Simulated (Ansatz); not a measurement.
A run of Ansatz 0.2.0 is set up as follows.

The input input.yaml:

```yaml
crystal:
  lattice:
    - [3.48, 0.0, 0.0]
    - [-1.74, 3.0137684052, 0.0]
    - [0.0, 0.0, 5.59]
  atoms:
    - { symbol: Pb, position: [0.6666666667, 0.3333333333, 0.75] }
    - { symbol: Pb, position: [0.3333333333, 0.6666666667, 0.25] }
hamiltonian:
  xc: lda
  pseudopotentials: { kind: paw_fr }
magnetization:
  noncollinear: true
  spin_orbit: true
kpoints:
  mp_grid: { grid: [7, 7, 4] }
  band_path:
    path:
      - [[0.0, 0.0, 0.0], [0.5, 0.0, 0.0], [0.3333333333, 0.3333333333, 0.0], [0.0, 0.0, 0.0], [0.0, 0.0, 0.5], [0.5, 0.0, 0.5], [0.3333333333, 0.3333333333, 0.5], [0.0, 0.0, 0.5]]
      - [[0.5, 0.0, 0.5], [0.5, 0.0, 0.0]]
      - [[0.3333333333, 0.3333333333, 0.0], [0.3333333333, 0.3333333333, 0.5]]
    npoints: 14
scf:
  occupations: { method: fermi_dirac, width: 0.05 }
  n_extra_bands: 6
output:
  forces: true
  stress: true
  eigenvalues: true
  fatbands: false
```

Potentials or basis: Ansatz PAW.

The run is started by

```bash
$ ansatz run input.yaml --threads 2 --pin off --max-ram 5632MiB --backend cpu --events-out ev --progress --plain --runs-dir out
```

Problem. Estimate the pressure.

Solution. -0.7 GPa.

Problem. Predict the band gap on the k mesh.

Solution. None (metal or under the smearing width).

Levels at the corners of the path, in eV from the Fermi level:
```
point  band 25  band 26  band 27  band 28  band 29  band 30  band 31  band 32
    Γ    -4.45    -4.45     4.41     4.41     5.17     5.17     6.32     6.32
    M    -3.04    -3.04    -1.94    -1.94    -0.40    -0.40     1.68     1.68
    K    -3.11    -3.11    -1.27    -1.27    -0.04    -0.04     0.34     0.34
    Γ    -4.45    -4.45     4.41     4.41     5.17     5.17     6.32     6.32
    A     0.70     0.70     0.70     0.70     5.36     5.36     5.36     5.36
    L    -3.97    -3.97    -3.97    -3.97     2.71     2.71     2.71     2.71
    H    -3.13    -3.13    -2.68    -2.68    -1.83    -1.83    -1.17    -1.17
    A     0.70     0.70     0.70     0.70     5.36     5.36     5.36     5.36
    L    -3.97    -3.97    -3.97    -3.97     2.71     2.71     2.71     2.71
    M    -3.04    -3.04    -1.94    -1.94    -0.40    -0.40     1.68     1.68
    K    -3.11    -3.11    -1.27    -1.27    -0.04    -0.04     0.34     0.34
    H    -3.13    -3.13    -2.68    -2.68    -1.83    -1.83    -1.17    -1.17
```

Caveat: the PAW data sets come from PBE, with cores solved anew for the run's functional, which leaves a small shift of forces and pressure.
